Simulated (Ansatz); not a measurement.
# Fe: the cost of one run

Method: DFT r2SCAN, PAW, plane waves, scalar-relativistic, in Ansatz 0.2.0.

This is Fe in the fcc structure; at room conditions it is bcc.

## 1. The system as given

It takes space group Fm-3m (No. 225, cubic). The conventional cell has a = 3.569 Å, b = 3.569 Å, c = 3.569 Å, α = 90.00°, β = 90.00°, γ = 90.00°. Fe (site symmetry m-3m) is surrounded by 12 Fe at 2.52 Å.

Coordinates:

```cif
data_structure
_symmetry_space_group_name_H-M 'P 1'
_symmetry_Int_Tables_number 1
_cell_length_a 2.5237
_cell_length_b 5.0473
_cell_length_c 2.5237
_cell_angle_alpha 60.000
_cell_angle_beta 60.000
_cell_angle_gamma 60.000
_cell_volume 22.73
loop_
_atom_site_label
_atom_site_type_symbol
_atom_site_fract_x
_atom_site_fract_y
_atom_site_fract_z
_atom_site_occupancy
Fe1 Fe 0.00000 0.00000 0.00000 1
Fe2 Fe 0.00000 0.50000 0.00000 1
```

In tables a label like Fe2 counts atoms in the order of input.yaml; a structure file may count by element.

First come: parallel moments, plain SCF; opposed moments +-, plain SCF; no spin polarisation; spin on, no moments given (the program may seed its own), plain SCF. What is tried next depends on their ends.

“Plain SCF” means no search for lower states. 

Site moments are integrals over atomic spheres and don't add up to the total.

## 2. Parallel moments, plain SCF

input.yaml

```yaml
crystal:
  lattice:
    - [0.0, 1.7845, 1.7845]
    - [3.569, 0.0, 3.569]
    - [1.7845, 1.7845, 0.0]
  atoms:
    - { symbol: Fe, position: [0.0, 0.0, 0.0], spin: 4.0 }
    - { symbol: Fe, position: [0.0, 0.5, 0.0], spin: 4.0 }
magnetization:
  spin_polarized: true
hamiltonian:
  xc: r2scan
  pseudopotentials: { kind: paw }
basis:
  ecutwfc: 500
kpoints:
  mp_grid: { grid: [12, 6, 12] }
scf:
  occupations: { method: fermi_dirac, width: 0.1 }
  lower_state_search: "off"
output:
  forces: true
  stress: true
```

**Question.** How long does this run take on 2 threads of an x86-64 CPU, shared host, and how much memory does it need?

About 7.7 s, with a peak of 0.51 GiB.
